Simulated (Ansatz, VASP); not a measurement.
**TiTe2 (1T-TiTe2, 1 layer) in two plane-wave programs**

Aim: how closely do two programs agree when they are given the same cell, functional and k mesh? Of the first pair: The structure shown is the start of the Ansatz relaxation below; VASP solves that cell, so the two are compared at the walk's first step.

Calculated with Ansatz 0.2.0; plane waves, with VASP 6.6.1 beside it; single point at PBE.

## Step 1: The structure

The cell holds 3 atoms: 2 Te and 1 Ti. Cell: a = 3.750 Å, b = 3.750 Å, c = 18.676 Å, α = 90.0°, β = 90.0°, γ = 120.0°. Vacuum lies along c.

## Step 2: Ansatz: relaxation, PBE

Ansatz runs on its default PAW (the set named soft_2) files.

The two programs are compared at the cell with which this relaxation starts, whose forces are those of its first step.

input.yaml

```yaml
crystal:
  lattice:
    - [3.75, 0.0, 0.0]
    - [-1.875, 3.2475952642, 0.0]
    - [0.0, 0.0, 18.6759216531]
  atoms:
    - { symbol: Te, position: [0.6666666667, 0.3333333333, 0.4015866065] }
    - { symbol: Ti, position: [0.0, 0.0, 0.5] }
    - { symbol: Te, position: [0.3333333333, 0.6666666667, 0.5984133935] }
kpoints:
  mp_grid: { grid: [12, 12, 1] }
hamiltonian:
  xc: pbe
scf:
  occupations: { method: fermi_dirac, width: 0.05 }
  convergence: { dr2_threshold: 1.0e-08 }
efield:
  axis: 3
  dipole_correction: true
  ramp_position: 0.97
  ramp_width: 0.04
relax:
  f_tol: 0.01
  cell: { fix: [c, alpha, beta] }
output:
  write_potential: true
  write_density: true
  volumetric_format: npy
```

Command:

```
> ansatz run input.yaml --threads 2 --pin off --max-ram 4096MiB --backend cpu --events-out ev --progress --plain --runs-dir out
```

Numbers of over 12 decimals in the logs are rounded to 6 here.

The log of the run:

```text
Warning: relax.cell: scf.convergence.dr2_threshold = 1e-8 eV is looser than the 3e-10 eV advised for a relaxation that steers and ends on the stress (1e-10 eV for each atom of the cell: 3). What an SCF threshold leaves in a stress goes as its square root, and in the free energy as the threshold itself, and one threshold admits the most on a small cell: [figures from the program's tests cut] Set scf.convergence.dr2_threshold to 3e-10 eV or tighter. The threshold is an SCF's pass mark: one that does not reach it within its budget of iterations ends unconverged, or closes short of it on a stop that the run arms, and scf.convergence.dr2_threshold's page says what that costs each kind of run
Engine: ansatz 0.2.0, aarch64-unknown-linux-gnu
Pseudopotentials: kind: paw
Pseudopotential: Te, paw, valence charge 16, recommended cutoff 420 eV (normal), Te.paw.azcp
Pseudopotential: Ti, paw, valence charge 12, recommended cutoff 420 eV (normal), Ti.paw.azcp
Functional definition: PBE
  parameter kappa = 0.804
  parameter beta = 0.066725
  exchange = pbe_x(kappa = kappa, mu = beta*pi^2/3)
  correlation = pbe_c(beta = beta)
Crystal: 3 atoms, lattice volume = 227.444 Å³
Basis set: ecut = 420 eV, 4491 PW (Γ), exchange–correlation on 54×54×250 points (8 copies of the dense FFT grid, shifted against one another)
Bands: 27, of which v1, the nominal top of the filled ones, is band 22 counted from 1 (21 counted from 0)
Symmetry: 6 space group operations
k-points: 19 of 144 (time reversal used)
Non-local potential: Te, projectors of the file, l = 0: 2, l = 1: 2, l = 2: 2, l = 3: 2
Non-local potential: Ti, projectors of the file, l = 0: 3, l = 1: 2, l = 2: 3, l = 3: 1
PAW form: soft (Blöchl's): semilocal exchange-correlation on the pseudo side does not see the compensation charge
PAW one-centre angular grid: Te, 590 points (default); XC on 64 Gauss nodes
PAW one-centre angular grid: Ti, 590 points (default); XC on 64 Gauss nodes
Initial density: superposition of atomic densities (neutral atoms: chi_scale 0, normalization atom), corrected by the library's trained network
Initial wavefunctions: pseudopotential atomic-orbital guess
Functional: x = pbe(κ = 0.804, μ = 0.219515), c = pbe(β = 0.066725)
SCF iter   1: F=—  HF=-16461.593157 eV  |F-HF|=—  |Δ(HF+E_count)|=         —  Δρ=2.18e-3  dr2=2.83e-2  ethr=1.77e-3  p=0.000 e·Å  D=1.41e-4 V/Å  ΔV_dip=-0.00 eV  dr2_dipole=6.50e-7  V_vac-E_F(+/−)=4.75/4.75 eV  ⟨swp⟩=8.8  Hψ=2596  notcnv=0
efield: sawtooth ramp at fractional position 0.9700 (set: `efield.ramp_position`, or a place that a band, a saddle search or an elastic batch's reference lends), width 0.0400; the density the first Hamiltonian is built on has a dipole p = 0.000 e·Å; the dipole correction subtracts the counter field D = 1.41e-4 V/Å, which shifts the + side's vacuum level by -0.00 eV against the − side's; the planar-averaged density in the ramp window peaks in size at 3.5e-5 e/Å³
preconditioner: auto → LDOS  [metal: Δε(μ)=0.027 eV  Ē_g=5.981 eV  σ=0.050 eV  W_gap=0.13  n_scr=42 (ndim 8)  ℏωp=9.8 eV  f_vac=0.603  D(μ)=1.48/eV (n_scr^D=6)  β→1.0]
SCF iter   2: F=—  HF=-16461.598376 eV  |F-HF|=—  |Δ(HF+E_count)|=   5.22e-3  Δρ=2.69e-3  dr2=5.78e-2  ethr=6.44e-5  p=-0.000 e·Å  D=-1.39e-4 V/Å  ΔV_dip=0.00 eV  dr2_dipole=1.08e-6  V_vac-E_F(+/−)=4.89/4.89 eV  ⟨swp⟩=3.3  Hψ=1253  notcnv=0
SCF iter   3: F=—  HF=-16461.593261 eV  |F-HF|=—  |Δ(HF+E_count)|=   5.11e-3  Δρ=3.34e-4  dr2=8.22e-4  ethr=6.44e-5  p=-0.000 e·Å  D=-1.11e-5 V/Å  ΔV_dip=0.00 eV  dr2_dipole=7.27e-10  V_vac-E_F(+/−)=4.76/4.76 eV  ⟨swp⟩=2.0  Hψ=722  notcnv=0
SCF iter   4: F=—  HF=-16461.593182 eV  |F-HF|=—  |Δ(HF+E_count)|=   7.91e-5  Δρ=1.50e-4  dr2=8.50e-5  ethr=1.87e-6  p=0.000 e·Å  D=1.29e-6 V/Å  ΔV_dip=-0.00 eV  dr2_dipole=1.81e-9  V_vac-E_F(+/−)=4.79/4.79 eV  ⟨swp⟩=2.0  Hψ=834  notcnv=0
SCF iter   5: F=—  HF=-16461.593110 eV  |F-HF|=—  |Δ(HF+E_count)|=   7.26e-5  Δρ=3.29e-5  dr2=5.07e-6  ethr=1.93e-7  p=-0.000 e·Å  D=-5.85e-6 V/Å  ΔV_dip=0.00 eV  dr2_dipole=4.05e-13  V_vac-E_F(+/−)=4.78/4.78 eV  ⟨swp⟩=2.0  Hψ=912  notcnv=0
SCF iter   6: F=—  HF=-16461.593092 eV  |F-HF|=—  |Δ(HF+E_count)|=   1.78e-5  Δρ=9.51e-6  dr2=1.53e-7  ethr=1.15e-8  p=-0.000 e·Å  D=-4.71e-6 V/Å  ΔV_dip=0.00 eV  dr2_dipole=3.51e-11  V_vac-E_F(+/−)=4.78/4.78 eV  ⟨swp⟩=2.3  Hψ=928  notcnv=0
SCF iter   7: F=-16461.593092 eV  HF=-16461.593092 eV  |F-HF|=7.51e-8  |Δ(HF+E_count)|=   4.05e-7  Δρ=2.57e-6  dr2=8.59e-9  ethr=2.27e-11  p=-0.000 e·Å  D=-6.15e-6 V/Å  ΔV_dip=0.00 eV  dr2_dipole=4.40e-11  V_vac-E_F(+/−)=4.78/4.78 eV  ⟨swp⟩=7.1  Hψ=3617  notcnv=0
SCF 1 converged in 7 iterations: F = -16461.593092 eV  dr2 = 8.59e-9
[...]
SCF iter   6: F=-16461.663413 eV  HF=-16461.663413 eV  |F-HF|=2.07e-10  |Δ(HF+E_count)|=   1.30e-8  Δρ=1.34e-6  dr2=5.64e-9  ethr=2.27e-11  p=-0.000 e·Å  D=-4.62e-6 V/Å  ΔV_dip=0.00 eV  dr2_dipole=2.40e-13  V_vac-E_F(+/−)=4.86/4.86 eV  ⟨swp⟩=9.1  Hψ=3086  notcnv=0
SCF 4 converged in 6 iterations: F = -16461.663413 eV  dr2 = 5.64e-9
relax step   4: F+E_penalty+E_count = -16461.66341323 eV  Δ(F+E_penalty+E_count) = -4.753e-4 eV  max|allowed force component| = 4.721e-3 eV/Å  Δτ_max = 0.0057 Å  P = -0.001 GPa  Ω = 228.032 Å³  energy of the carried Pulay correction = -2.893e-5 eV  fix = [c, alpha, beta]  reactions: c +0.011 GPa  (6 SCF iters, accepted)
Initial wavefunctions: pseudopotential atomic-orbital guess (no wavefunctions were taken with the density)
iter 1 solved again at ethr=9.01e-7 eV; its pass at ethr=3.10e-3 eV (dr2=3.96e-4 eV) is discarded
SCF iter   1: F=—  HF=-16461.662938 eV  |F-HF|=—  |Δ(HF+E_count)|=         —  Δρ=4.24e-5  dr2=9.34e-8  ethr=9.01e-7  p=-0.000 e·Å  D=-4.62e-6 V/Å  ΔV_dip=0.00 eV  dr2_dipole=1.60e-13  V_vac-E_F(+/−)=4.86/4.86 eV  ⟨swp⟩=3.4  Hψ=3821  notcnv=0
efield: sawtooth ramp at fractional position 0.9700 (set: `efield.ramp_position`, or a place that a band, a saddle search or an elastic batch's reference lends), width 0.0400; the density the first Hamiltonian is built on has a dipole p = -0.000 e·Å; the dipole correction subtracts the counter field D = -4.62e-6 V/Å, which shifts the + side's vacuum level by +0.00 eV against the − side's; the planar-averaged density in the ramp window peaks in size at 5.5e-6 e/Å³
eigensolver tolerance schedule: the retry pair's looser diagonalisation over-reported the residual by 4244.67 of it (diagonalisation noise at an unbounded share of the residual, at the tolerance the schedule requests for it); recorded, not acted on — ethr = c·dr2/N_el stays at c = 1.0e-1
preconditioner: auto → LDOS  [metal: Δε(μ)=0.046 eV  Ē_g=6.108 eV  σ=0.050 eV  W_gap=0.23  n_scr=42 (ndim 8)  ℏωp=9.8 eV  f_vac=0.612  D(μ)=1.29/eV (n_scr^D=6)  β→1.0]
SCF iter   2: F=—  HF=-16461.663444 eV  |F-HF|=—  |Δ(HF+E_count)|=   5.06e-4  Δρ=2.20e-6  dr2=1.12e-8  ethr=2.12e-10  p=-0.000 e·Å  D=-5.00e-6 V/Å  ΔV_dip=0.00 eV  dr2_dipole=2.02e-14  V_vac-E_F(+/−)=4.86/4.86 eV  ⟨swp⟩=3.7  Hψ=1183  notcnv=0
SCF iter   3: F=-16461.663444 eV  HF=-16461.663444 eV  |F-HF|=4.00e-7  |Δ(HF+E_count)|=   4.04e-7  Δρ=1.50e-6  dr2=6.28e-9  ethr=2.27e-11  p=-0.000 e·Å  D=-4.77e-6 V/Å  ΔV_dip=0.00 eV  dr2_dipole=7.62e-13  V_vac-E_F(+/−)=4.86/4.86 eV  ⟨swp⟩=11.9  Hψ=3558  notcnv=0
SCF 5 converged in 3 iterations: F = -16461.663444 eV  dr2 = 6.28e-9
relax step   5: F+E_penalty+E_count = -16461.66344433 eV  Δ(F+E_penalty+E_count) = -3.110e-5 eV  max|allowed force component| = 4.717e-3 eV/Å  Δτ_max = 0.0000 Å  P = -0.000 GPa  Ω = 228.032 Å³  fix = [c, alpha, beta]  reactions: c +0.011 GPa  stress off target by 6.25e-3 GPa on what of the cell is left free  SCF on the basis re-selected at this cell (its energy is not comparable with the rows above)  (3 SCF iters)
basis re-selected at this cell: Δ(F+E_penalty+E_count) = -3.110e-5 eV, ΔP = +0.000 GPa vs the last step (what re-selecting the basis moved, of the pressure what is left beyond the Pulay correction that the steps carried, after the strain that the cell walked since its last selection, with what the two solves' SCF thresholds leave and, on support functions, any second-order correction that the steps lacked; it is no m [...]
WARN: The input density's exchange-correlation potential varies sharply where the density is thin. Do not read a vacuum level from v_tot or v_xc, or from such a field of the output density. On a cell that repeats whose density bears no net charge and no dipole along the vacuum's axis use v_es (v_loc + v_h of the components); under efield.dipole_correction with no amplitude use v_es + v_field, which holds any external [...]
SCF converged after 3 iterations
Free energy (F): -16461.663444 eV
Harris-Foulkes:  -16461.663444 eV  (|F-HF|=4.00e-7)
Internal energy: -16461.652931 eV  (E = F + TS)
E sigma→0 (E₀):  -16461.658188 eV
Entropy (-TS):   -0.010513 eV (-3.504 meV/atom)
Fermi energy:    0.444120 eV
Dipole field:    D = -0.000004 V/Å  (p = -0.000005 e·Å, saw-weighted, corrected)
Work function:   Φ+ = 4.8583 eV   Φ− = 4.8582 eV
Levels:          The Fermi level and band energies are counted from a zero that moves with the ramp; work functions are not
--- Per-component energies (eV) ---
  E_band       = -1095.334957
  E_kinetic    = 632.092048
  E_local      = -25701.269113  (includes V_loc(G=0)·N_el)
  E_nonlocal   = -612.125453
  E_hartree    = 12923.474784
  E_xc         = -345.926564
  E_vxc        = -330.020196  (∫ρ·V_xc dr)
  E_paw        = -10372.421388  (= ΣΔE_a)
  E_vpaw       = -930.959053  (= ΣTr[D̂ρ^β])
  E_aug_tail   = -0.000219  (compensation charges beyond the density's cutoff)
  E_efield     = 0.000000  (sawtooth field / dipole correction)
  E_vefield    = 0.000030  (∫n·V_field dr)
  E_ewald      = 7014.522974
  E_smearing   = -0.010513  (= −TS)
  E_closure    = 0.000000  (closes the sum)
  Σ components = -16461.663444   (vs F -16461.663444, Δ=0.00e0)
--- Forces (eV/Å), atoms counted from 1 ---
  atom   1  Te     0.00000000     0.00000000    -0.00471745
  atom   2  Ti    -0.00000000    -0.00000000    -0.00000011
  atom   3  Te    -0.00000000    -0.00000000     0.00471737
  max |Σ_I F_I| component: 1.84e-7 eV/Å
--- Stress (GPa, compression-positive) ---
       -0.006247      -0.000000      -0.000000
       -0.000000      -0.006247      -0.000000
       -0.000000      -0.000000       0.011472
  P = ⅓ Tr σ = -0.0003 GPa (-0.003 kbar)
--- Band table (eV; the first three rows and the last of 19) ---
  k-point 0: bands = [... 18 lower, -1.0086, -0.9693, 0.8841, 0.8841, 0.9620, 1.5965, 1.5965, 3.8148, ... 1 higher]
  k-point 1: bands = [... 18 lower, -0.9982, -0.6293, 0.4147, 0.6571, 0.9112, 1.6139, 1.7491, 3.3638, ... 1 higher]
  k-point 2: bands = [... 18 lower, -0.9859, -0.7326, -0.4254, 0.2854, 0.8153, 1.6873, 1.8982, 2.7663, ... 1 higher]
  k-point 18: bands = [... 18 lower, -3.1499, -2.2388, -1.4770, -1.4770, 1.5210, 1.6680, 1.6680, 2.8792, ... 1 higher]
--- Relaxed structure (4 steps of the walk, 3 accepted, 1 SCFs on fresh bases) ---
  F+E_penalty+E_count = -16461.66344433 eV   max|allowed force component| = 4.717e-3 eV/Å   (the final SCF, on the basis selected at the relaxed cell)
  cell:  # Å, volume = 228.0318 Å³
    - [3.754839, 0.0, 0]
    - [-1.877420, 3.251786, 0]
    - [0, 0, 18.6759216531]
  atoms:
    - { symbol: Te, position: [0.666667, 0.333333, 0.406752] }
    - { symbol: Ti, position: [0, 0, 0.500000] }
    - { symbol: Te, position: [0.333333, 0.666667, 0.593248] }
```

The column dr2 measures how far the density is from self-consistency, as an energy; F and HF (Harris–Foulkes) agree once it is small.

## Step 3: VASP: single point, PBE, start cell, pair 1

The same cell, functional, mesh and smearing now go to VASP, with its own data sets.

Lines of VASP's logs that name or quote its potential files are left out, and so is its time.

INCAR

```
SYSTEM = TiTe2
PREC = Accurate
ENCUT = 400
EDIFF = 1E-06
NELM = 120
ISMEAR = -1
SIGMA = 0.05
LREAL = .FALSE.
ALGO = Normal
GGA = PE
NBANDS = 18
LASPH = .TRUE.
LORBIT = 11
LWAVE = .FALSE.
LCHARG = .FALSE.
ISIF = 2
LDIPOL = .TRUE.
IDIPOL = 3
DIPOL = 0.5 0.5 0.5
LVHAR = .TRUE.
GGA_COMPAT = .FALSE.
NELMDL = -8
```

POSCAR

```
TiTe2
1.0
    3.7500000000      0.0000000000      0.0000000000
   -1.8750000000      3.2475950000      0.0000000000
    0.0000000000      0.0000000000     18.6759220000
Te Ti
2 1
Direct
    0.6666666667      0.3333333333      0.4015865990
    0.3333333333      0.6666666667      0.5984134010
    0.0000000000      0.0000000000      0.5000000000
```

KPOINTS

```
Automatic mesh
0
Gamma
12 12 1
0 0 0
```

The projector-augmented-wave data sets are Te and Ti_sv (PBE family, release 64).

Command:

```
> mpirun -np 1 vasp_std
```

The log of the run:

```text
[banner, memory and clock lines left out]
running    1 mpi-ranks, on    1 nodes
 distrk:  each k-point on    1 cores,    1 groups
 distr:  one band on    1 cores,    1 groups

 POSCAR found type information on POSCAR TeTi
 POSCAR found :  2 types and       3 ions
 LDA part: xc-table for (Slater+PW92), standard interpolation
 POSCAR, INCAR and KPOINTS ok, starting setup
 FFT: planning ... GRIDC
 FFT: planning ... GRID_SOFT
 FFT: planning ... GRID
 WAVECAR not read
 entering main loop
       N       E                     dE             d eps       ncg     rms          rms(c)
DAV:   1     0.130737942271E+03    0.13074E+03   -0.98093E+03   836   0.875E+02
DAV:   2    -0.158547417283E+01   -0.13232E+03   -0.12987E+03   888   0.224E+02
DAV:   3    -0.175754833269E+02   -0.15990E+02   -0.15815E+02  1206   0.684E+01
DAV:   4    -0.185560594401E+02   -0.98058E+00   -0.97702E+00   948   0.158E+01
DAV:   5    -0.186474755680E+02   -0.91416E-01   -0.91387E-01  1096   0.377E+00
DAV:   6    -0.186481663775E+02   -0.69081E-03   -0.69071E-03   980   0.434E-01
DAV:   7    -0.186481891277E+02   -0.22750E-04   -0.22749E-04  1038   0.691E-02
DAV:   8    -0.186481893142E+02   -0.18648E-06   -0.18647E-06   974   0.702E-03    0.119E+01
DAV:   9    -0.193318376883E+02   -0.68365E+00   -0.48744E+01   802   0.403E+01    0.182E+01
DAV:  10    -0.165971827249E+02    0.27347E+01   -0.52001E+01   860   0.395E+01    0.642E+00
DAV:  11    -0.162253770447E+02    0.37181E+00   -0.15438E+00   760   0.794E+00    0.281E+00
DAV:  12    -0.161483524056E+02    0.77025E-01   -0.11726E+00   918   0.681E+00    0.177E+00
DAV:  13    -0.161411596093E+02    0.71928E-02   -0.51408E-01   848   0.500E+00    0.121E+00
DAV:  14    -0.161233527399E+02    0.17807E-01   -0.15454E-01   788   0.271E+00    0.406E-01
[...]
DAV:  20    -0.161220108544E+02   -0.41039E-04   -0.53573E-06   736   0.112E-02    0.318E-02
DAV:  21    -0.161220556438E+02   -0.44789E-04   -0.39954E-05   898   0.431E-02    0.653E-03
DAV:  22    -0.161220767106E+02   -0.21067E-04   -0.38263E-06   796   0.117E-02    0.996E-03
DAV:  23    -0.161221139356E+02   -0.37225E-04   -0.19830E-06   644   0.748E-03    0.720E-03
DAV:  24    -0.161221213311E+02   -0.73955E-05   -0.62365E-07   706   0.309E-03    0.606E-03
DAV:  25    -0.161221304888E+02   -0.91577E-05   -0.62256E-07   636   0.320E-03    0.241E-03
DAV:  26    -0.161221345645E+02   -0.40757E-05   -0.58042E-07   640   0.377E-03    0.902E-04
DAV:  27    -0.161221347902E+02   -0.22564E-06   -0.23925E-08   444   0.999E-04
   1 F= -.16122135E+02 E0= -.16116027E+02  d E =-.122164E-01
```

From OUTCAR (step 3):

```text
ion  position               nearest neighbor table
   1  0.667  0.333  0.402-   3 2.84   3 2.84   3 2.84
   2  0.333  0.667  0.598-   3 2.84   3 2.84   3 2.84
   3  0.000  0.000  0.500-   2 2.84   1 2.84   2 2.84   1 2.84   1 2.84   2 2.84

  LATTYP: Found a hexagonal cell.
 ALAT       =     3.7500000000
 C/A-ratio  =     4.9802458667

 Subroutine GETGRP returns: Found 12 space group operations
 (whereof 12 operations were pure point group operations)

The static configuration has the point symmetry D_3d.

 Found     19 irreducible k-points:

   k-points           NKPTS =     19   k-points in BZ     NKDIM =     19   number of bands    NBANDS=     18

   dimension x,y,z NGX =    24 NGY =   24 NGZ =  126
   dimension x,y,z NGXF=    48 NGYF=   48 NGZF=  252

   ENCUT  =  400.0 eV  29.40 Ry    5.42 a.u.   6.12  6.12 30.46*2*pi/ulx,y,z

   NELECT =      24.0000    total number of electrons

 k-points in reciprocal lattice and weights: Automatic mesh
   0.00000000  0.00000000  0.00000000       0.007
   0.08333333 -0.00000000  0.00000000       0.042
   0.16666667  0.00000000  0.00000000       0.042
   0.25000000  0.00000000  0.00000000       0.042
   0.33333333  0.00000000  0.00000000       0.042
   0.41666667 -0.00000000  0.00000000       0.042
   0.50000000  0.00000000  0.00000000       0.021
   0.08333333  0.08333333  0.00000000       0.042
   0.16666667  0.08333333  0.00000000       0.083
[...]
0.33333333  0.25000000  0.00000000       0.083
   0.33333333  0.33333333  0.00000000       0.014

 dipolmoment           0.000000      0.000000     -0.000000 electrons x Angstroem

 average (electrostatic) potential at core
       1 -94.7684       2 -94.7684       3 -82.3720

 E-fermi :  -0.6958

 k-point     1 :       0.0000    0.0000    0.0000
  band No.  band energies     occupation
    ...
      6     -11.9145      2.00000
      7      -4.8787      2.00000
      8      -2.3405      2.00000
      9      -1.8876      2.00000
     10      -1.8876      2.00000
     11      -0.3238      0.00117
     12      -0.2233      0.00016
     13      -0.2233      0.00016
     14       0.5056      0.00000
     15       0.5056      0.00000
    ...

 k-point     2 :       0.0833   -0.0000    0.0000
  band No.  band energies     occupation
    ...
      7      -4.7915      2.00000
      8      -2.5497      2.00000
      9      -1.8813      2.00000
     10      -1.7963      2.00000
     11      -0.6842      0.88408
     12      -0.4202      0.00804
     13      -0.3038      0.00079
     14       0.4292      0.00000
     15       0.6220      0.00000
     16       1.9913      0.00000
    ...

 k-point     3 :       0.1667    0.0000    0.0000
  band No.  band energies     occupation
    ...
      8      -2.9734      2.00000
      9      -1.8839      2.00000
     10      -1.8651      2.00000
     11      -1.6607      2.00000
     12      -0.7553      1.53335
     13      -0.3810      0.00368
     14       0.4373      0.00000
     15       0.7271      0.00000
     16       1.4204      0.00000
     17       2.1543      0.00000
    ...

  Total       -1.1832829     -1.1832827     -2.7114624      0.0000000     -0.0000000      0.0000000
  in kB       -8.3353526     -8.3353512    -19.1002470      0.0000000     -0.0000000      0.0000000
  external PRESSURE =     -11.9236503 kB  Pullay stress =       0.0000000 kB

  energy-cutoff  :      400.00
  volume of cell :      227.44
      direct lattice vectors                 reciprocal lattice vectors
     3.750000000  0.000000000  0.000000000     0.266666667  0.153960084  0.000000000
    -1.875000000  3.247595000  0.000000000     0.000000000  0.307920169  0.000000000
     0.000000000  0.000000000 18.675922000     0.000000000  0.000000000  0.053544880

 POSITION                                       TOTAL-FORCE (eV/Angst)
 -----------------------------------------------------------------------------------
      1.87500      1.08253      7.50000        -0.000000      0.000000      0.717000
     -0.00000      2.16506     11.17592         0.000000     -0.000000     -0.717000
      0.00000      0.00000      9.33796        -0.000000      0.000000      0.000000
 -----------------------------------------------------------------------------------
    total drift:                                0.000000      0.000000      0.000000

  FREE ENERGIE OF THE ION-ELECTRON SYSTEM (eV)
  ---------------------------------------------------
  free  energy   TOTEN  =       -16.1221347902 eV

  energy  without entropy=      -16.1099183772  energy(sigma->0) =      -16.11602658

 vacuum level on the upper side and lower side of the slab         4.094         4.094

 total charge
# of ion       s       p       d       tot
------------------------------------------
    1        1.386   1.969   0.031   3.386
    2        1.386   1.969   0.031   3.386
    3        2.157   6.103   1.819  10.079
--------------------------------------------------
tot          4.929  10.041   1.881  16.850

[... 3 further parts left out ...]
```

This run has no spin polarisation, so a moment on Ti, if there is one, isn't seen.

(Continued in part 2 of 2.)

[Lines on the potential files, build, host, timing and source positions are cut from VASP's logs without a mark.]

[Logs are printed without paths, hosts, clocks, repeated set-up lines and the standing remarks that a program may print on its own settings, such as how far it seeks lower states.]

[Hosts, paths, dates, database ids (printed as entryN), source tags and the programs' standing remarks are cut or masked in the printed files.]
